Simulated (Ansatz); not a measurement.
BeO in space group P6_3mc (No. 186; Be on 2a, Be on 2b, O on 2a, O on 2b), LDA (plane waves, PAW; program Ansatz). The conduction-band minimum lies at M, with 3 equivalent valleys. Second derivatives d²E/dk² of the lowest band at one valley (eV·Å²), along Cartesian directions:

```csv
direction,d²E/dk²
[100],16.03
[010],10.99
[001],11.76
[110],13.51
[101],13.90
[011],11.38
```

Question: Find the principal effective masses, the density-of-states mass and the conductivity mass.

Answer: Off-diagonal terms follow from H_xy = H[110] − (H_xx + H_yy)/2, and m*/mₑ = 7.620 eV·Å² over each eigenvalue: 0.48, 0.65, 0.69. One valley's DOS mass (m₁m₂m₃)^(1/3) = 0.60, conductivity mass 3/(Σ 1/mᵢ) = 0.59 mₑ.

Question: What effective density of states Nc follows at 300 K for parabolic valleys?

Answer: Nc = 2.509e19 × 3 × (0.60)^(3/2) ≈ 3.5e19 cm⁻³.

Question: With the computed static dielectric constant 6.79 (mean of the diagonal), estimate a hydrogenic donor's binding energy and radius.

Answer: E = 13.606 eV × 0.59/6.79² ≈ 170 meV; a = 0.529 Å × ε/m* ≈ 6.1 Å. Semilocal masses tend to be too small where the gap is.

A made-up cell: these elements were put on the sites of a structure type. Its sites differ from those of the usual phase in this space group: another stacking or structure type. The LDA relaxation kept the symmetry of its start; phonons on a q-mesh show no instability.

Potentials: the later of the program's two PAW sets.
